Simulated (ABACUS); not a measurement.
Here is an ABACUS 3.10.1 calculation.

Contents of run_abacus.py:

```python
"""ABACUS run from a structure file: ASE reads it, the script writes STRU, KPT and INPUT."""
import re
import subprocess
import spglib
from ase import Atoms
from ase.io import read
from ase.units import Bohr

atoms = read("SnTe.cif")
cell, frac, numbers = spglib.standardize_cell((atoms.cell[:], atoms.get_scaled_positions(), atoms.numbers), to_primitive=True, symprec=1e-4)
atoms = Atoms(numbers=numbers, cell=cell, scaled_positions=frac, pbc=True)  # the primitive cell
atoms = atoms[(-atoms.numbers).argsort(kind="stable")]  # ABACUS lists atoms element by element
pseudo = {'Te': 'Te_ONCV_PBE-1.2.upf', 'Sn': 'Sn_ONCV_PBE-1.2.upf'}
orbital = {'Te': 'Te_confined-atom_8au_2s2p2d.orb', 'Sn': 'Sn_confined-atom_8au_2s2p2d.orb'}
magmoms = None
kmesh = [6, 6, 6]
params = {
    'suffix': 'SnTe',
    'calculation': 'scf',
    'basis_type': 'lcao',
    'pseudo_dir': './',
    'orbital_dir': './',
    'symmetry': 1,
    'dft_functional': 'pbe',
    'ecutwfc': 100,
    'pseudo_rcut': 10,
    'nspin': 1,
    'nbands': 25,
    'ks_solver': 'genelpa',
    'smearing_method': 'fd',
    'smearing_sigma': 0.00367493,
    'scf_thr': 1e-07,
    'scf_nmax': 100,
    'mixing_type': 'broyden',
    'mixing_beta': 0.7,
    'cal_force': 1,
    'cal_stress': 1,
    'out_mul': 1,
    'out_chg': 1,
    'out_pot': 2,
    'out_elf': 1,
}

symbols = atoms.get_chemical_symbols()
elements = list(dict.fromkeys(symbols))
lines = ["ATOMIC_SPECIES"] + [f"{e} {atoms.get_masses()[symbols.index(e)]:.4f} {pseudo[e]}" for e in elements]
if orbital:
    lines += ["", "NUMERICAL_ORBITAL"] + [orbital[e] for e in elements]
lines += ["", "LATTICE_CONSTANT", f"{1 / Bohr:.10f}", "", "LATTICE_VECTORS"]
lines += [" ".join(f"{x:.10f}" for x in v) for v in atoms.cell]
lines += ["", "ATOMIC_POSITIONS", "Direct"]
for e in elements:
    lines += ["", e, "0.0", str(symbols.count(e))]
    for i, p in enumerate(atoms.get_scaled_positions(wrap=False)):
        if symbols[i] == e:
            mag = "" if magmoms is None else " mag " + " ".join(str(x) for x in (magmoms[i] if isinstance(magmoms[i], list) else [magmoms[i]]))
            lines.append(" ".join(f"{x:.10f}" for x in p) + " 1 1 1" + mag)
open("STRU", "w").write("\n".join(lines) + "\n")
open("KPT", "w").write("K_POINTS\n0\nGamma\n%d %d %d 0 0 0\n" % tuple(kmesh))
open("INPUT", "w").write("INPUT_PARAMETERS\n" + "".join(f"{k:<20s}{v}\n" for k, v in params.items()))

done = subprocess.run(['mpirun', '-np', '4', 'abacus'])
if done.returncode:
    raise SystemExit(done.returncode)
log = open("OUT.SnTe/running_scf.log").read()
print("final energy (eV):", re.findall(r"FINAL_ETOT_IS (\S+)", log))
```

SnTe.cif

```cif
data_SnTe
_cell_length_a 6.30170000
_cell_length_b 6.30170000
_cell_length_c 6.30170000
_cell_angle_alpha 90.00000000
_cell_angle_beta 90.00000000
_cell_angle_gamma 90.00000000
_space_group_name_H-M_alt 'Fm-3m'
_space_group_name_Hall '-F 4 2 3'
_space_group_IT_number 225
loop_
_space_group_symop_operation_xyz
'x,y,z'
'-x,-y,-z'
'-y,x,z'
'y,-x,-z'
'-x,-y,z'
'x,y,-z'
'y,-x,z'
'-y,x,-z'
'x,-y,-z'
'-x,y,z'
'-y,-x,-z'
'y,x,z'
'-x,y,-z'
'x,-y,z'
'y,x,-z'
'-y,-x,z'
'z,x,y'
'-z,-x,-y'
'z,-y,x'
'-z,y,-x'
'z,-x,-y'
'-z,x,y'
'z,y,-x'
'-z,-y,x'
'-z,x,-y'
'z,-x,y'
'-z,-y,-x'
'z,y,x'
'-z,-x,y'
'z,x,-y'
'-z,y,x'
'z,-y,-x'
'y,z,x'
'-y,-z,-x'
'x,z,-y'
'-x,-z,y'
'-y,z,-x'
'y,-z,x'
'-x,z,y'
'x,-z,-y'
'-y,-z,x'
'y,z,-x'
'-x,-z,-y'
'x,z,y'
'y,-z,-x'
'-y,z,x'
'x,-z,y'
'-x,z,-y'
'x,y+1/2,z+1/2'
'-x,-y+1/2,-z+1/2'
'-y,x+1/2,z+1/2'
'y,-x+1/2,-z+1/2'
'-x,-y+1/2,z+1/2'
'x,y+1/2,-z+1/2'
'y,-x+1/2,z+1/2'
'-y,x+1/2,-z+1/2'
'x,-y+1/2,-z+1/2'
'-x,y+1/2,z+1/2'
'-y,-x+1/2,-z+1/2'
[... 41 lines left out ...]
'-x+1/2,-y,z+1/2'
'x+1/2,y,-z+1/2'
'y+1/2,-x,z+1/2'
'-y+1/2,x,-z+1/2'
'x+1/2,-y,-z+1/2'
'-x+1/2,y,z+1/2'
'-y+1/2,-x,-z+1/2'
'y+1/2,x,z+1/2'
'-x+1/2,y,-z+1/2'
'x+1/2,-y,z+1/2'
'y+1/2,x,-z+1/2'
'-y+1/2,-x,z+1/2'
'z+1/2,x,y+1/2'
'-z+1/2,-x,-y+1/2'
'z+1/2,-y,x+1/2'
'-z+1/2,y,-x+1/2'
'z+1/2,-x,-y+1/2'
'-z+1/2,x,y+1/2'
'z+1/2,y,-x+1/2'
'-z+1/2,-y,x+1/2'
'-z+1/2,x,-y+1/2'
'z+1/2,-x,y+1/2'
'-z+1/2,-y,-x+1/2'
'z+1/2,y,x+1/2'
'-z+1/2,-x,y+1/2'
'z+1/2,x,-y+1/2'
'-z+1/2,y,x+1/2'
'z+1/2,-y,-x+1/2'
'y+1/2,z,x+1/2'
'-y+1/2,-z,-x+1/2'
'x+1/2,z,-y+1/2'
'-x+1/2,-z,y+1/2'
'-y+1/2,z,-x+1/2'
'y+1/2,-z,x+1/2'
'-x+1/2,z,y+1/2'
'x+1/2,-z,-y+1/2'
'-y+1/2,-z,x+1/2'
'y+1/2,z,-x+1/2'
'-x+1/2,-z,-y+1/2'
'x+1/2,z,y+1/2'
'y+1/2,-z,-x+1/2'
'-y+1/2,z,x+1/2'
'x+1/2,-z,y+1/2'
'-x+1/2,z,-y+1/2'
'x+1/2,y+1/2,z'
'-x+1/2,-y+1/2,-z'
'-y+1/2,x+1/2,z'
'y+1/2,-x+1/2,-z'
'-x+1/2,-y+1/2,z'
'x+1/2,y+1/2,-z'
'y+1/2,-x+1/2,z'
'-y+1/2,x+1/2,-z'
'x+1/2,-y+1/2,-z'
'-x+1/2,y+1/2,z'
'-y+1/2,-x+1/2,-z'
'y+1/2,x+1/2,z'
'-x+1/2,y+1/2,-z'
'x+1/2,-y+1/2,z'
'y+1/2,x+1/2,-z'
'-y+1/2,-x+1/2,z'
'z+1/2,x+1/2,y'
'-z+1/2,-x+1/2,-y'
'z+1/2,-y+1/2,x'
'-z+1/2,y+1/2,-x'
'z+1/2,-x+1/2,-y'
'-z+1/2,x+1/2,y'
'z+1/2,y+1/2,-x'
'-z+1/2,-y+1/2,x'
'-z+1/2,x+1/2,-y'
'z+1/2,-x+1/2,y'
'-z+1/2,-y+1/2,-x'
'z+1/2,y+1/2,x'
'-z+1/2,-x+1/2,y'
'z+1/2,x+1/2,-y'
'-z+1/2,y+1/2,x'
'z+1/2,-y+1/2,-x'
'y+1/2,z+1/2,x'
'-y+1/2,-z+1/2,-x'
'x+1/2,z+1/2,-y'
'-x+1/2,-z+1/2,y'
'-y+1/2,z+1/2,-x'
'y+1/2,-z+1/2,x'
'-x+1/2,z+1/2,y'
'x+1/2,-z+1/2,-y'
'-y+1/2,-z+1/2,x'
'y+1/2,z+1/2,-x'
'-x+1/2,-z+1/2,-y'
'x+1/2,z+1/2,y'
'y+1/2,-z+1/2,-x'
'-y+1/2,z+1/2,x'
'x+1/2,-z+1/2,y'
'-x+1/2,z+1/2,-y'
loop_
_atom_site_label
_atom_site_type_symbol
_atom_site_symmetry_multiplicity
_atom_site_Wyckoff_symbol
_atom_site_fract_x
_atom_site_fract_y
_atom_site_fract_z
_atom_site_occupancy
Te1 Te 4 b 0.5000000000 0.0000000000 0.0000000000 1
Sn1 Sn 4 a 0.0000000000 0.0000000000 0.0000000000 1
```

Potentials or basis: SG15 ONCV 1.2 PBE, DZP LCAO (the cutoffs set its grid).

Launch:

```sh
$ OMP_NUM_THREADS=1 python run_abacus.py > log
```

(1) Predict the band gap on the k mesh.

(2) Estimate the Mulliken charges.

(3) What does it give for the pressure?

## Answers

(1) 0.05 eV, direct.

(2) Te -0.14; Sn +0.14 e.

(3) 3.2 GPa.

Caveat: the atomic orbitals were generated for these runs and aren't a published set; spin-orbit coupling is left out, which moves the levels of the heavy elements; the basis of atomic orbitals isn't converged, which shifts pressures, moduli and gaps.

**The experiment to reproduce.**

A printed reference work, textbook reports, for a bulk crystal of SnTe at 300 K: band gap 0.18 eV (direct).

Against the measured gap of SnTe, 0.18 eV (direct; 300 K; a printed reference work, textbook), the calculated 0.05 eV is off by -0.13 eV. Spin-orbit coupling on Sn, Te is left out. The value is that of PBE in an atomic basis (SG15 ONCV 1.2 PBE, DZP LCAO (the cutoffs set its grid)), whose error adds to the functional's, on a finite k mesh, which can miss the band edges, without temperature or zero-point motion. Semilocal functionals fall short of measured gaps as a rule.
